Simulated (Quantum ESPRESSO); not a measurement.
Crystal: TiO.

```
Ti O
1.0
     3.03100    0.00000    0.00000
    -1.51550    2.62492    0.00000
     0.00000    0.00000    3.23770
Ti O
1 1
Direct
  0.66667 0.33333 0.00000
  0.00000 0.00000 0.50000
```

| Item | Value |
| --- | --- |
| Program | Quantum ESPRESSO 7.5 |
| Task | phonons |
| Functional | LDA |
| Potentials or basis | PseudoDojo 0.4.1 SR LDA standard |
| Cutoff | 1143 eV |
| Density cutoff | 4572 eV |
| k mesh | 8 × 8 × 7 |
| Occupations | cold, width 0.2 eV |
| Spin | no spin polarisation |
| Target pressure | 5 GPa |
| Form of the LDA correlation | PW92 |
| Mixing beta | 0.5 |
| Most SCF iterations | 120 |
| SCF threshold | 4e-10 Ry |

The cell and the atoms were relaxed first at 5 GPa, to 8.97 Å³/atom (a = 2.746 Å, b = 2.746 Å, c = 2.749 Å, α = 90.00°, β = 90.00°, γ = 120.00°), and the response was taken there.

**Question.** Which optical modes does the crystal have at the zone centre, and which show in infrared and Raman spectra?

**Answer.** The optical modes are E' + A''2. Infrared active: E' + A''2. Raman active: E'.

Optical modes at Γ, degenerate ones joined:
```csv
cm⁻¹,components,symmetry,active in
503,2,E',IR and Raman
568,1,A''2,IR
```

Caveat: the mesh is thin for the phonons of a metal; the volume moved by over 15 % at a fixed basis, so the end points are rough; the cell is more than 3 GPa from zero pressure, which shifts response properties.
